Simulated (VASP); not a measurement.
Wanted: the native input for a VASP 6.6.1 run.

```
Task                   : single point
Functional             : PBEsol
Potentials or basis    : VASP PAW PBE potentials, release 64 (Pb_d)
Cutoff                 : 520 eV
k mesh                 : 9 × 9 × 9
Occupations            : fermi-dirac, width 0.05 eV
Spin                   : no spin polarisation
Ladder                 : free
Further INCAR settings : ALGO = Normal; EDIFF = 1e-07; NBANDS = 13
```

The structure of Pb lies in POSCAR:

```
Pb
1.0
    0.0000000000      2.4750200000      2.4750200000
    2.4750200000      0.0000000000      2.4750200000
    2.4750200000      2.4750200000      0.0000000000
Pb
1
Direct
    0.0000000000      0.0000000000      0.0000000000
```

One way to write it, as run:

INCAR

```
ALGO     = Normal         # electronic algorithm
EDIFF    = 1E-7           # SCF threshold, eV
ENCUT    = 520            # plane-wave cutoff, eV
GGA      = PS             # functional
ISIF     = 2              # what is computed and relaxed
ISMEAR   = -1             # smearing method
LASPH    = True           # aspherical terms in the spheres
LCHARG   = True           # write CHGCAR
LELF     = True           # ELF
LREAL    = False          # projectors in reciprocal space
LVHAR    = True         
LWAVE    = False          # write WAVECAR
NBANDS   = 13             # bands
NELM     = 80             # most SCF steps
PREC     = Accurate       # precision mode
SIGMA    = 0.05           # smearing width, eV
```

KPOINTS

```
k-points
0
Gamma
  9 9 9
```

Potentials or basis: VASP PAW PBE potentials, release 64 (Pb_d).

Run with:

```console
$ cat potpaw_PBE.64/Pb_d/POTCAR > POTCAR
$ mpirun -np 1 vasp_std > vasp.out
```

It gave:

| Item | Value |
| --- | --- |
| Pressure | -0.7 GPa |
| Band gap on the k mesh | none (metal or under the smearing width) |

Caveat: the PAW data sets were made with another functional, which shifts forces and pressure a little.

Wall time 13 s on 1 thread of Intel(R) Xeon(R) Platinum 8259CL CPU @ 2.50GHz (Skylake/Cascade Lake) (shared host), peak memory 0.16 GiB.
